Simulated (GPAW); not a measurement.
# TiO2 (P4_2/mnm) in GPAW: further runs

The runs below take TiO2 through band structure, with PBE+U.

All numbers are computed with GPAW 26.7.0; they aren't measurements. Logs are shortened: lines on timing, memory, paths and dates and some standing lists are left out, and cuts for length are marked. The log counts tension as positive stress, the text compression.

**The experiment to reproduce.**

“Shallow Valence Band of Rutile GeO2 and P-type Doping”, 2020, arxiv:2011.08928 quotes, for a bulk crystal of TiO2 at 1.6 K: band gap 3.03 eV (direct).

The runs below are set against these values where they give the same quantity.

**1. The structure**

The structure is tetragonal, space group P4_2/mnm (No. 136). Conventional cell: a = 4.600 Å, b = 4.600 Å, c = 2.959 Å, α = 90.00°, β = 90.00°, γ = 90.00°. Ti (site symmetry mmm) is surrounded by 6 O at 1.95 to 1.98 Å. O (site symmetry m2m) has 3 Ti at 1.95 to 1.98 Å as nearest neighbours.

The cell is a database's computed one.

**2. Band structure, PBE+U**

The input, run.py:

```python
from ase.dft.bandgap import bandgap
from ase.io import read, write
from ase.units import GPa
from gpaw import GPAW, PW

atoms = read('TiO2.xyz')

calc = GPAW(mode=PW(800),
            xc='PBE',
            kpts={'size': (4, 4, 7), 'gamma': True},
            occupations={'name': 'fermi-dirac', 'width': 0.05},
            setups={'Ti': ':d,3.0'},
            nbands=43,
            convergence={'density': 1e-05, 'energy': 1e-05},
            maxiter=150,
            txt='gpaw.txt')
atoms.calc = calc
energy = atoms.get_potential_energy()
forces = atoms.get_forces()
stress = atoms.get_stress()
calc.write('gs.gpw')
write('result.traj', atoms)
print(f'Energy: {energy:.6f} eV')
print('Forces (eV/A):')
print(forces.round(4))
print('Stress (GPa):', (stress / GPa).round(3))
print('Fermi level:', round(calc.get_fermi_level(), 4), 'eV')
print(f'Gap: {bandgap(calc)[0]:.4f} eV, direct: {bandgap(calc, direct=True)[0]:.4f} eV')

path = atoms.cell.bandpath('GXMGZRAZ,XR,MA', npoints=100, eps=1e-4)
bs_calc = calc.fixed_density(kpts=path, symmetry='off', nbands=61,
                             convergence={'bands': 'CBM+6.0', 'eigenstates': 1e-6}, txt='bands.txt')
bs = bs_calc.band_structure()
bs.write('bs.json')
print(f'Gap on the path: {bandgap(bs_calc)[0]:.4f} eV')
```

The input, TiO2.xyz:

```xyz
6
Lattice="4.5998373239 0.0000000000 0.0000000000 0.0000000000 4.5998373239 0.0000000000 0.0000000000 0.0000000000 2.9592135600" Properties=species:S:1:pos:R:3 pbc="T T T"
Ti     0.0000000000      0.0000000000      1.4796067800
Ti     2.2999186620      2.2999186620      0.0000000000
O      1.3998285662      1.3998285662      1.4796067800
O      0.9000900958      3.6997472281      0.0000000000
O      3.6997472281      0.9000900958      0.0000000000
O      3.2000087577      3.2000087577      1.4796067800
```

Potentials or basis: GPAW PAW data sets (gpaw-data 1.2.1), pw.

Command:

```sh
OMP_NUM_THREADS=1 python run.py
```

gpaw.txt:

```text
__  _  _
 | _ |_)|_||  |
 |__||  | ||/\| - 26.7.0

Input parameters:
  mode=PW(ecut=800.0),
  convergence={'density': 1e-05, 'energy': 1e-05},
  kpts=MonkhorstPack(size=(4, 4, 7), gamma=True),
  maxiter=150,
  nbands=43,
  occupations=Occupations(name='fermi-dirac', width=0.05),
  setups={'Ti': ':d,3.0'},
  xc=XC(name='PBE')

Diagonalizing LCAO Hamiltonian
Converting LCAO to pw mode
    .----------.
   /|          |
  / |          |
 *  |      O   |
 |  .O---------.
 Ti/  O Ti    /
 |/       O  /
 *----------*

Atoms  # Å, Bohr magnetons
|   | symbol |        x |        y |        z |    initial magnetic moments |
|---|--------|----------|----------|----------|-----------------------------|
| 0 |     Ti | 0.000000 | 0.000000 | 1.479607 | ( 0.0000,  0.0000,  0.0000) |
| 1 |     Ti | 2.299919 | 2.299919 | 0.000000 | ( 0.0000,  0.0000,  0.0000) |
| 2 |      O | 1.399829 | 1.399829 | 1.479607 | ( 0.0000,  0.0000,  0.0000) |
| 3 |      O | 0.900090 | 3.699747 | 0.000000 | ( 0.0000,  0.0000,  0.0000) |
| 4 |      O | 3.699747 | 0.900090 | 0.000000 | ( 0.0000,  0.0000,  0.0000) |
| 5 |      O | 3.200009 | 3.200009 | 1.479607 | ( 0.0000,  0.0000,  0.0000) |

Unit cell  # Å
| periodic |        x |        y |        z |  lengths |    angles |
|----------|----------|----------|----------|----------|-----------|
|      yes | 4.599837 | 0.000000 | 0.000000 | 4.599837 | 90.000000 |
|      yes | 0.000000 | 4.599837 | 0.000000 | 4.599837 | 90.000000 |
|      yes | 0.000000 | 0.000000 | 2.959214 | 2.959214 | 90.000000 |

Number of symmetries: 8
Symmetry operations  # r_c * U_cc + t_c -> r_c
|   | kind |            matrix            |
|---|------|------------------------------|
| 0 |  E   |  1, 0, 0,  0, 1, 0,  0, 0, 1 |
| 1 |  σ   |  1, 0, 0,  0, 1, 0,  0, 0,-1 |
| 2 |  σ   |  0, 1, 0,  1, 0, 0,  0, 0, 1 |
| 3 |  C2  |  0, 1, 0,  1, 0, 0,  0, 0,-1 |
| 4 |  σ   |  0,-1, 0, -1, 0, 0,  0, 0, 1 |
| 5 |  C2  |  0,-1, 0, -1, 0, 0,  0, 0,-1 |
| 6 |  C2  | -1, 0, 0,  0,-1, 0,  0, 0, 1 |
| 7 |  i   | -1, 0, 0,  0,-1, 0,  0, 0,-1 |

BZ-sampling:
  Number of BZ points: 112
  Number of IBZ points: 28

  Monkhorst-Pack size: [4, 4, 7]
  Monkhorst-Pack shift: [0.125, 0.125, 0.0]

K-points  # in reciprocal-cell coordinates
|     |                                coordinates |     weight |
|-----|--------------------------------------------|------------|
|   0 | (  0.00000000,   0.00000000,   0.00000000) | 0.00892857 |
|   1 | (  0.00000000,   0.00000000,   0.14285714) | 0.01785714 |
|   2 | (  0.00000000,   0.00000000,   0.28571429) | 0.01785714 |
|   3 | (  0.00000000,   0.00000000,   0.42857143) | 0.01785714 |
|   4 | (  0.25000000,  -0.25000000,   0.00000000) | 0.01785714 |
|   5 | (  0.25000000,  -0.25000000,   0.14285714) | 0.03571429 |
|   6 | (  0.25000000,  -0.25000000,   0.28571429) | 0.03571429 |
|   7 | (  0.25000000,  -0.25000000,   0.42857143) | 0.03571429 |
|   8 | (  0.25000000,   0.00000000,   0.00000000) | 0.03571429 |
|   9 | (  0.25000000,   0.00000000,   0.14285714) | 0.07142857 |
| ... |                                            |            |
|  27 | (  0.50000000,   0.50000000,   0.42857143) | 0.01785714 |

Plane wave coefficients: 3249
Cutoff: 800.0 eV

Spin-components: 1 (collinear spins)
Bands:           43
Projectors:      32
Spin-degeneracy: 2
Datatype:        complex128

Parallelization:
  kpt:    1
  domain: 1
  band:   1

Density:
  Valence electrons: 48.0
  Components: 1
  Grid points: [32 32 20]
  Charge: 0.0  # |e|

Potential:
  Grid points: [32 32 20]

species:
  Ti:
    name:    Titanium
    Z:       22.0
    valence: 12
    core:    10
    charge:  0.0  # [|e|]
    Hubbard: {U: 3.0,  # eV
              l: 2,
              scale: True}
    compensation charges:
      type: gauss
      rc: 0.38  # [Å]
      lmax: 2
    cutoffs:
      filter: 2.23  # [Å]
      core: 1.02  # [Å]
    projectors
    | kind |    occ | energy [eV] | rcut [Å] |
    |------|--------|-------------|----------|
    |   3s |  2.000 |     -62.623 |    1.270 |
    |   4s |  2.000 |      -4.466 |    1.270 |
    |   3p |  6.000 |     -38.862 |    1.058 |
    |   4p |  0.000 |      -1.466 |    1.058 |
    |   3d |  2.000 |      -4.258 |    1.058 |
    |    d |        |      22.953 |    1.058 |

    Using partial waves for Ti as LCAO basis

  O:
    name:    Oxygen
    Z:       8.0
    valence: 6
    core:    2
    charge:  0.0  # [|e|]
    compensation charges:
      type: gauss
      rc: 0.21  # [Å]
      lmax: 2
    cutoffs:
      filter: 1.17  # [Å]
      core: 0.83  # [Å]
    projectors
    | kind |    occ | energy [eV] | rcut [Å] |
    |------|--------|-------------|----------|
    |   2s |  2.000 |     -23.961 |    0.688 |
    |   2p |  4.000 |      -9.029 |    0.598 |
    |    s |        |       3.251 |    0.688 |
    |    p |        |      18.182 |    0.598 |
    |    d |        |       0.000 |    0.619 |

    Using partial waves for O as LCAO basis

Reference energy: -54611.437768  # eV

eigensolver:
  PPCG
  Converge bands: occupied
  niter=2

density mixing:
  MSR1-Mixer
  Pratt-step length: 0.05
  Maximum mixing coefficient: 0.75
  Old densities: 10
  SVD Regularization: 0.005
  Good broyden scale: 1.0
  Trust region scale: 1.0
  Backstep threshold: 4.0
  History deletion threshold: 6.0
  Fourier metric: weight=20.0, sigma=0.015

occupation numbers:
  Fermi-Dirac:
    width: 0.0500  # eV

poisson solver:
  ecut: 6400.0  # eV

xc functional:
  name: PBE with 2 nearest neighbor stencil

convergence criteria:
- Maximum integral of absolute [dens]ity change: 1e-05 electrons / valence electron
- Maximum [total energy] change in last 3 cyles: 1e-05 eV / valence electron
- Maximum integral of absolute [eigenst]ate change: 4e-08 eV^2 / valence electron
maximum number of iterations: 150

SCF iterations
|iter     | |      energy | eigst |  dens |
|---------|-|-------------|-------|-------|
|iter:   1| |  -58.992325 | +0.04 |       |
|iter:   2| |  -55.669752 | -1.75 | -0.77 |
|iter:   3| |  -48.729641 | -0.51 | -0.83 |
|iter:   4| |  -48.242699 | -1.77 | -1.31 |
|iter:   5| |  -48.265749 | -2.45 | -1.60 |
|iter:   6| |  -48.245578 | -3.31 | -1.97 |
|iter:   7| |  -48.244348 | -4.09 | -2.67 |
|iter:   8| |  -48.244426 | -5.61 | -3.38 |
|iter:   9| |  -48.244412c| -6.42 | -3.66 |
|iter:  10| |  -48.244409c| -6.68 | -3.87 |
|iter:  11| |  -48.244409c| -7.91c| -4.71 |
|iter:  12| |  -48.244409c| -8.16c| -4.96 |
|iter:  13| |  -48.244409c| -8.38c| -5.24c|

Converged in 13 steps
Energy contributions relative to reference atoms: (reference = -54611.437768)

Energy contributions:
  Kinetic:          56.943136
  Coulomb:         -67.296286
  Zero:              1.439321
  External:          0.000000
  Xc:              -39.330579
  Entropy:          -0.000000
  Spinorbit:         0.000000
  ----------------------------
  Free energy:     -48.244409
  Extrapolated:    -48.244409

dipole moment: (-14.908378, -14.908378, -26.177307)  # |e|*Ang

Fermi level: 6.868
Eigenvalues  # (at kpt = [0.000, 0.000, 0.000])
| band index |      eig [eV] | occ [0-2] |
|------------|---------------|-----------|
|          0 |       -51.985 |     2.000 |
|        ... |               |           |
|         16 |         2.031 |     2.000 |
|         17 |         3.192 |     2.000 |
|         18 |         3.192 |     2.000 |
|         19 |         3.764 |     2.000 |
|         20 |         5.072 |     2.000 |
|         21 |         5.352 |     2.000 |
[... 8 lines left out ...]
|         30 |        10.931 |     0.000 |
|         31 |        12.495 |     0.000 |
|        ... |               |           |
|         42 |        25.056 |     0.000 |

Gap: 2.351 eV
Transition (v -> c):
  (s=0, k=0, n=23, [0.00, 0.00, 0.00]) -> (s=0, k=0, n=24, [0.00, 0.00, 0.00])
No difference between direct/indirect transitions

Forces  # eV/Ang
|        x |        y |       z |
|----------|----------|---------|
| -0.00000 |  0.00000 | 0.00000 |  # Ti   0
|  0.00000 |  0.00000 | 0.00000 |  # Ti   1
| -0.05047 | -0.05047 | 0.00000 |  # O    2
|  0.05045 | -0.05045 | 0.00000 |  # O    3
| -0.05045 |  0.05045 | 0.00000 |  # O    4
|  0.05047 |  0.05047 | 0.00000 |  # O    5

Stress tensor  # eV/Ang^3
|         x |         y |         z |
|-----------|-----------|-----------|
| -0.047820 | -0.000000 |  0.000000 |
| -0.000000 | -0.047820 |  0.000000 |
|  0.000000 |  0.000000 | -0.065491 |

# Writing to gs.gpw (mode='')
```

Run time: 1.8 min. Hardware: 1 thread of Intel Xeon 6975P-C (Granite Rapids), shared host; peak memory 0.7 GiB.

What came out:

```
Free energy             : -48.2444 eV
Pressure                : 8.6 GPa
Largest force           : 0.071 eV/Å
Band gap on the k mesh  : 2.35 eV, direct
Band gap along the path : 2.35 eV, direct
```

Forces on the atoms (eV/Å):
```
Ti   0.000  0.000  0.000
Ti   0.000  0.000  0.000
O   -0.050 -0.050  0.000
O    0.050 -0.050  0.000
O   -0.050  0.050  0.000
O    0.050  0.050  0.000
```

Levels at the corners of the path, in eV from the valence-band top:
```csv
point,band 20,band 21,band 22,band 23,band 24,band 25,band 26,band 27,band 28,band 29
Γ,-2.10,-0.79,-0.51,-0.51,0.00,2.35,2.57,2.92,3.00,3.00
X,-3.13,-1.70,-1.70,-0.77,-0.77,2.98,2.98,3.54,3.54,4.03
M,-2.12,-1.41,-1.41,-1.17,-1.17,2.35,2.35,3.02,3.02,4.28
Γ,-2.10,-0.79,-0.51,-0.51,0.00,2.35,2.57,2.92,3.00,3.00
Z,-2.85,-2.36,-2.36,-1.48,-1.48,3.44,3.44,3.77,3.77,4.09
R,-2.51,-2.02,-2.02,-1.09,-1.09,2.39,2.39,3.82,3.82,4.33
A,-2.82,-1.27,-1.27,-0.73,-0.73,3.06,3.06,3.65,3.65,3.85
Z,-2.85,-2.36,-2.36,-1.48,-1.48,3.44,3.44,3.77,3.77,4.09
X,-3.13,-1.70,-1.70,-0.77,-0.77,2.98,2.98,3.54,3.54,4.03
R,-2.51,-2.02,-2.02,-1.09,-1.09,2.39,2.39,3.82,3.82,4.33
M,-2.12,-1.41,-1.41,-1.17,-1.17,2.35,2.35,3.02,3.02,4.28
A,-2.82,-1.27,-1.27,-0.73,-0.73,3.06,3.06,3.65,3.65,3.85
```

(Part 1 of 3 ends here.)
